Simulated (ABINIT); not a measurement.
Runs of ABINIT 10.8.3 (patched build) on In. Symmetry: I4/mmm, No. 139, tetragonal system. Conventional cell: a = 3.251 Å, b = 3.251 Å, c = 4.947 Å, α = 90.00°, β = 90.00°, γ = 90.00°. Around In (site symmetry 4/mmm) lie 12 In at 3.25 to 3.38 Å. 

```tsv
level	gap on the mesh (eV)	pressure (GPa)
revPBE	none	2.7
BLYP	none	(b)
r2SCAN	none	(a)
LDA	none	-3.2
PBEsol	none	-1.6
```

Alike in all rows: task band structure; potentials or basis JTH PAW PBE v2.0; no spin polarisation; cell as given; k mesh 11 × 11 × 11; cutoff (eV) 707; smearing fermi-dirac 0.05 eV.

Question: Estimate the missing entries.

Answer: (a) -0.2; (b) 5.7.

Caveats: the PAW data sets were made with another functional, which shifts forces and pressure a little; spin-orbit coupling is left out, which moves the levels of the heavy elements.

A k mesh can miss the band edges, and the runs leave out spin-orbit coupling on In.

A gap of «none» marks a metal or a gap under the smearing width.

Runs at the PBE level aren't shown here.
